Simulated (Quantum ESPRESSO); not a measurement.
# SnSe (Fm-3m) in Quantum ESPRESSO: further runs, part 2 of 2

Quantum ESPRESSO 7.5. Earlier steps stand in the parts before.

## Step 4: Relaxation of cell and atoms, LDA, target pressure 5 GPa, at which the enthalpy is minimised

pw.in

```
&CONTROL
  calculation = 'vc-relax'
  prefix = 'pwscf'
  outdir = './tmp'
  pseudo_dir = './pseudo'
  tprnfor = .true.
  tstress = .true.
  disk_io = 'low'
  nstep = 40
  forc_conv_thr = 0.0004
  etot_conv_thr = 1d-05
/
&SYSTEM
  ibrav = 0
  A = 4.25678282
  nat = 2
  ntyp = 2
  ecutwfc = 69
  ecutrho = 552
  nbnd = 16
  input_dft = 'pz'
  occupations = 'smearing'
  smearing = 'fd'
  degauss = 0.00367493
/
&ELECTRONS
  conv_thr = 4d-10
  electron_maxstep = 120
  mixing_beta = 0.5
/
&IONS
  ion_dynamics = 'bfgs'
/
&CELL
  cell_dynamics = 'bfgs'
  press = 50
  press_conv_thr = 0.3
/
ATOMIC_SPECIES
Sn   118.7100 Sn_pbe_v1.uspp.F.UPF
Se    78.9710 Se_pbe_v1.uspp.F.UPF
CELL_PARAMETERS alat
   0.0000000000    0.7071067816    0.7071067816
   0.7071067816    0.0000000000    0.7071067816
   0.7071067816    0.7071067816    0.0000000000
ATOMIC_POSITIONS alat
Sn     0.0000000000    0.0000000000    0.0000000000
Se     0.7071067816    0.7071067816    0.7071067816
K_POINTS automatic
8 8 8 0 0 0
```

Potentials or basis: SSSP 1.3 efficiency PBE.

Run with:

```bash
$ OMP_NUM_THREADS=1 pw.x -in pw.in > pw.out
```

pw.out:

```text
This program is part of the open-source Quantum ESPRESSO suite
     for quantum simulation of materials; please cite
         "P. Giannozzi et al., J. Phys.:Condens. Matter 21 395502 (2009);
         "P. Giannozzi et al., J. Phys.:Condens. Matter 29 465901 (2017);
         "P. Giannozzi et al., J. Chem. Phys. 152 154105 (2020);
     in publications or presentations arising from this work. More details at

     IMPORTANT: XC functional enforced from input :
     Exchange-correlation= PZ
                           (   1   1   0   0   0   0   0)
     Any further DFT definition will be discarded
     Please, verify this is what you really want

     Message from routine setup:
     using ibrav=0 with symmetry is DISCOURAGED, use correct ibrav instead

     G-vector sticks info
     --------------------
     sticks:   dense  smooth     PW     G-vecs:    dense   smooth      PW
     Sum        2455    1237    361                80347    28571    4573

     Using Slab Decomposition

     bravais-lattice index     =            0
     lattice parameter (alat)  =       8.0442  a.u.
     unit-cell volume          =     368.0663 (a.u.)^3
     number of atoms/cell      =            2
     number of atomic types    =            2
     number of electrons       =        20.00
     number of Kohn-Sham states=           16
     kinetic-energy cutoff     =      69.0000  Ry
     charge density cutoff     =     552.0000  Ry
     scf convergence threshold =      4.0E-10
     mixing beta               =       0.5000
     number of iterations used =            8  plain     mixing
     energy convergence thresh.=      1.0E-05
     force convergence thresh. =      4.0E-04
     press convergence thresh. =      3.0E-01
     Exchange-correlation= PZ
                           (   1   1   0   0   0   0   0)
     nstep                     =           40

     celldm(1)=   8.044154  celldm(2)=   0.000000  celldm(3)=   0.000000
     celldm(4)=   0.000000  celldm(5)=   0.000000  celldm(6)=   0.000000

     crystal axes: (cart. coord. in units of alat)
               a(1) = (   0.000000   0.707107   0.707107 )
               a(2) = (   0.707107   0.000000   0.707107 )
               a(3) = (   0.707107   0.707107   0.000000 )

     reciprocal axes: (cart. coord. in units 2 pi/alat)
               b(1) = ( -0.707107  0.707107  0.707107 )
               b(2) = (  0.707107 -0.707107  0.707107 )
               b(3) = (  0.707107  0.707107 -0.707107 )

     PseudoPot. # 1 for Sn read from file:
     Sn_pbe_v1.uspp.F.UPF
     Pseudo is Ultrasoft + core correction, Zval = 14.0
     Generated by new atomic code, or converted to UPF format
     Using radial grid of  891 points,  6 beta functions with:
                l(1) =   0
                l(2) =   0
                l(3) =   1
                l(4) =   1
                l(5) =   2
                l(6) =   2
     Q(r) pseudized with  6 coefficients,  rinner =    1.200   1.200   1.200
                                                       1.200   1.200

     PseudoPot. # 2 for Se read from file:
     Se_pbe_v1.uspp.F.UPF
     Pseudo is Ultrasoft + core correction, Zval =  6.0
     Generated by new atomic code, or converted to UPF format
     Using radial grid of  877 points,  6 beta functions with:
                l(1) =   0
                l(2) =   0
                l(3) =   1
                l(4) =   1
                l(5) =   2
                l(6) =   2
     Q(r) pseudized with  8 coefficients,  rinner =    1.300   1.300   1.300
                                                       1.300   1.300

     atomic species   valence    mass     pseudopotential
     Sn               14.00   118.71000     Sn( 1.00)
     Se                6.00    78.97100     Se( 1.00)

     48 Sym. Ops., with inversion, found

   Cartesian axes

     site n.     atom                  positions (alat units)
         1        Sn     tau(   1) = (   0.0000000   0.0000000   0.0000000  )
         2        Se     tau(   2) = (   0.7071068   0.7071068   0.7071068  )

     number of k points=    29  Fermi-Dirac smearing, width (Ry)=  0.0037
                       cart. coord. in units 2pi/alat
        k(    1) = (   0.0000000   0.0000000   0.0000000), wk =   0.0039062
[... 1544 lines left out ...]
Begin final coordinates
     new unit-cell volume =    322.21330 a.u.^3 (    47.74709 Ang^3 )
     density =      6.87491 g/cm^3

CELL_PARAMETERS (alat=  8.04415370)
  -0.000000000   0.676431976   0.676431976
   0.676431976  -0.000000000   0.676431976
   0.676431976   0.676431976   0.000000000

ATOMIC_POSITIONS (alat)
Sn               0.0000000000        0.0000000000       -0.0000000000
Se               0.6764319763        0.6764319763        0.6764319763
End final coordinates

     Final scf calculation at the relaxed structure.
     The G-vectors are recalculated for the final unit cell
     Results may differ from those at the preceding step.

     G-vector sticks info
     --------------------
     sticks:   dense  smooth     PW     G-vecs:    dense   smooth      PW
     Sum        2245    1135    337                70481    25101    4015

     Using Slab Decomposition

     bravais-lattice index     =            0
     lattice parameter (alat)  =       8.0442  a.u.
     unit-cell volume          =     322.2133 (a.u.)^3
     number of atoms/cell      =            2
     number of atomic types    =            2
     number of electrons       =        20.00
     number of Kohn-Sham states=           16
     kinetic-energy cutoff     =      69.0000  Ry
     charge density cutoff     =     552.0000  Ry
     scf convergence threshold =      4.0E-12
     mixing beta               =       0.5000
     number of iterations used =            8  plain     mixing
     press convergence thresh. =      3.0E-01
     Exchange-correlation= PZ
                           (   1   1   0   0   0   0   0)

     celldm(1)=   8.044154  celldm(2)=   0.000000  celldm(3)=   0.000000
     celldm(4)=   0.000000  celldm(5)=   0.000000  celldm(6)=   0.000000

     crystal axes: (cart. coord. in units of alat)
               a(1) = (  -0.000000   0.676432   0.676432 )
               a(2) = (   0.676432  -0.000000   0.676432 )
               a(3) = (   0.676432   0.676432   0.000000 )

     reciprocal axes: (cart. coord. in units 2 pi/alat)
               b(1) = ( -0.739173  0.739173  0.739173 )
               b(2) = (  0.739173 -0.739173  0.739173 )
               b(3) = (  0.739173  0.739173 -0.739173 )

     PseudoPot. # 1 for Sn read from file:
     Sn_pbe_v1.uspp.F.UPF
     Pseudo is Ultrasoft + core correction, Zval = 14.0
     Generated by new atomic code, or converted to UPF format
     Using radial grid of  891 points,  6 beta functions with:
                l(1) =   0
                l(2) =   0
                l(3) =   1
                l(4) =   1
                l(5) =   2
                l(6) =   2
     Q(r) pseudized with  6 coefficients,  rinner =    1.200   1.200   1.200
                                                       1.200   1.200

     PseudoPot. # 2 for Se read from file:
     Se_pbe_v1.uspp.F.UPF
     Pseudo is Ultrasoft + core correction, Zval =  6.0
     Generated by new atomic code, or converted to UPF format
     Using radial grid of  877 points,  6 beta functions with:
                l(1) =   0
                l(2) =   0
                l(3) =   1
                l(4) =   1
                l(5) =   2
                l(6) =   2
     Q(r) pseudized with  8 coefficients,  rinner =    1.300   1.300   1.300
                                                       1.300   1.300

     atomic species   valence    mass     pseudopotential
     Sn               14.00   118.71000     Sn( 1.00)
     Se                6.00    78.97100     Se( 1.00)

     48 Sym. Ops., with inversion, found

   Cartesian axes

     site n.     atom                  positions (alat units)
         1        Sn     tau(   1) = (   0.0000000   0.0000000  -0.0000000  )
         2        Se     tau(   2) = (   0.6764320   0.6764320   0.6764320  )

     number of k points=    29  Fermi-Dirac smearing, width (Ry)=  0.0037
                       cart. coord. in units 2pi/alat
        k(    1) = (   0.0000000   0.0000000   0.0000000), wk =   0.0039062
        k(    2) = (   0.0923966   0.0923966  -0.0923966), wk =   0.0312500
        k(    3) = (   0.1847932   0.1847932  -0.1847932), wk =   0.0312500
        k(    4) = (   0.2771897   0.2771897  -0.2771897), wk =   0.0312500
        k(    5) = (  -0.3695863  -0.3695863   0.3695863), wk =   0.0156250
        k(    6) = (   0.1847932  -0.0000000   0.0000000), wk =   0.0234375
[... 21 lines left out ...]
        k(   28) = (  -0.7391726   0.1847932   0.0000000), wk =   0.0468750
        k(   29) = (  -0.7391726   0.3695863   0.0000000), wk =   0.0234375

     Dense  grid:    70481 G-vectors     FFT dimensions: (  60,  60,  60)

     Smooth grid:    25101 G-vectors     FFT dimensions: (  45,  45,  45)

     Initial potential from superposition of free atoms

     starting charge      18.9999, renormalised to      20.0000
     Starting wfcs are   13 randomized atomic wfcs +    3 random wfcs

     Self-consistent Calculation

     iteration #  1     ecut=    69.00 Ry     beta= 0.50
     Davidson diagonalization with overlap
     c_bands:  1 eigenvalues not converged
     c_bands:  1 eigenvalues not converged
     c_bands:  1 eigenvalues not converged
     c_bands:  1 eigenvalues not converged
     c_bands:  1 eigenvalues not converged
     c_bands:  2 eigenvalues not converged
     c_bands:  1 eigenvalues not converged
     c_bands:  1 eigenvalues not converged
     c_bands:  1 eigenvalues not converged
     c_bands:  1 eigenvalues not converged
     c_bands:  1 eigenvalues not converged
     c_bands:  1 eigenvalues not converged
[... 164 lines left out ...]
   -11.8110 -11.7613 -11.7567 -11.7322 -11.7279  -3.5765   2.0288   3.6678
     5.9161   6.8907  13.0592  13.5908  15.0397  15.5421  19.7645  20.0942

          k =-0.7392 0.0000-0.0000 (  3138 PWs)   bands (ev):

   -11.8273 -11.7684 -11.7513 -11.7235 -11.7235  -3.5620   3.1937   3.4370
     5.3578   5.3578  12.1822  15.6871  15.6871  16.4385  20.6787  22.7772

          k = 0.3696 0.1848-0.0000 (  3115 PWs)   bands (ev):
[... 63 lines left out ...]
          total   stress  (Ry/bohr**3)                   (kbar)     P=       50.28
   0.00034183  -0.00000000  -0.00000000           50.28       -0.00       -0.00
  -0.00000000   0.00034183  -0.00000000           -0.00       50.28       -0.00
  -0.00000000  -0.00000000   0.00034183           -0.00       -0.00       50.28

=------------------------------------------------------------------------------=
   JOB DONE.
=------------------------------------------------------------------------------=
```

It took 4.6 min on 1 thread of Arm Neoverse V1, shared host; peak memory 0.34 GiB.

Results:

```yaml
Free_energy: -2801.5896 eV
Relaxed_volume: 23.87 Å³/atom
Relaxed_cell: a = 4.072 Å, b = 4.072 Å, c = 4.072 Å, α = 60.00°, β = 60.00°, γ = 60.00°
Space_group_after_relaxing_to_0.05_Å: Fm-3m (No. 225)
Energy_change_on_relaxing_the_enthalpy_is_what_falls: +8.0 meV/atom
Ionic_steps: 6
Pressure_after_relaxing: 5.0 GPa
Band_gap_on_the_k_mesh: 0.67 eV, indirect (least direct gap 0.83 eV)
```

Step by step:
| step | energy change (eV) | largest force (eV/Å) | pressure (GPa) | volume (Å³) |
| --- | --- | --- | --- | --- |
| 1 | 0.0000 | 0.0000 | -3.29 | 54.54 |
| 2 | -0.0319 | 0.0000 | -1.14 | 52.27 |
| 3 | -0.0149 | 0.0000 | 3.02 | 48.98 |
| 4 | 0.0222 | 0.0000 | 5.34 | 47.55 |
| 5 | 0.0157 | 0.0000 | 4.99 | 47.75 |
| 6 | 0.0159 | 0.0000 | 5.00 | 47.75 |

Final structure:
```cif
data_structure
_symmetry_space_group_name_H-M 'P 1'
_symmetry_Int_Tables_number 1
_cell_length_a 4.0721
_cell_length_b 4.0721
_cell_length_c 4.0721
_cell_angle_alpha 60.000
_cell_angle_beta 60.000
_cell_angle_gamma 60.000
_cell_volume 47.75
loop_
_atom_site_label
_atom_site_type_symbol
_atom_site_fract_x
_atom_site_fract_y
_atom_site_fract_z
_atom_site_occupancy
Sn1 Sn 0.00000 0.00000 0.00000 1
Se1 Se 0.50000 0.50000 0.50000 1
```

Caveat: the potentials were made for another functional, which shifts forces and pressure; spin-orbit coupling is left out, which moves the levels of the heavy elements.

## Step 5: Relaxation of cell and atoms, LDA, target pressure 10 GPa, at which the enthalpy is minimised

pw.in, as its differences from that of step 4:

```diff
@@ -35,3 +35,3 @@
   cell_dynamics = 'bfgs'
-  press = 50
+  press = 100
   press_conv_thr = 0.3
```

Run with:

```bash
$ OMP_NUM_THREADS=1 pw.x -in pw.in > pw.out
```

Wall time 3.9 min (1 thread of Arm Neoverse V1, shared host); peak memory 0.34 GiB.

It converged, with:

| Property | Result |
| --- | --- |
| Free energy | -2801.4715 eV |
| Relaxed volume | 22.61 Å³/atom |
| Relaxed cell | a = 3.999 Å, b = 3.999 Å, c = 3.999 Å, α = 60.00°, β = 60.00°, γ = 60.00° |
| Space group after relaxing (to 0.05 Å) | Fm-3m (No. 225) |
| Energy change on relaxing (the enthalpy is what falls) | +66.4 meV/atom |
| Ionic steps | 5 |
| Pressure after relaxing | 10.0 GPa |
| Band gap on the k mesh | 0.58 eV, indirect (least direct gap 0.68 eV) |

The path:
```tsv
step	energy change (eV)	largest force (eV/Å)	pressure (GPa)	volume (Å³)
1	0.0000	0.0000	-3.29	54.54
2	-0.0351	0.0000	0.37	50.93
3	0.0979	0.0000	8.69	45.82
4	0.1401	0.0000	10.26	45.10
5	0.1328	0.0000	10.00	45.22
```

Final structure:
```
Sn Se
1.0
     0.00000    2.82766    2.82766
     2.82766    0.00000    2.82766
     2.82766    2.82766    0.00000
Sn Se
1 1
Direct
  0.00000 0.00000 0.00000
  0.50000 0.50000 0.50000
```

Levels at points of the mesh, in eV from the valence-band top:
```csv
k point,band 8,band 9,band 10,band 11,band 12,band 13
"(0.00, 0.00, 0.00)",-2.91,-2.91,-2.91,4.76,4.76,4.76
"(0.00, 0.00, -0.50)",-2.58,-2.58,-0.43,0.84,0.84,1.12
"(0.00, -0.50, -0.50)",-6.42,-4.76,-4.76,2.15,6.20,6.20
```

Caveat: the potentials were made for another functional, which shifts forces and pressure; the volume moved by over 15 % at a fixed basis, so the end points are rough; spin-orbit coupling is left out, which moves the levels of the heavy elements.

## Step 6: Summary

```tsv
cell	gap on the mesh (eV)	pressure (GPa)
relaxed to 0.3 kbar	0.77	0.0
relaxed to 2 GPa	0.73	2.0
relaxed to 5 GPa	0.67	5.0
relaxed to 10 GPa	0.58	10.0
```

Alike in all rows: task relaxation of cell and atoms; level LDA; potentials or basis SSSP 1.3 efficiency PBE; no spin polarisation; k mesh 8 × 8 × 8; cutoff (eV) 939; smearing fermi-dirac 0.05 eV.

Caveats: the potentials were made for another functional, which shifts forces and pressure; spin-orbit coupling is left out, which moves the levels of the heavy elements; the volume moved by over 15 % at a fixed basis, so the end points are rough (some runs).

Total energies depend on the potentials used, so only differences within one code and one set of settings carry meaning.
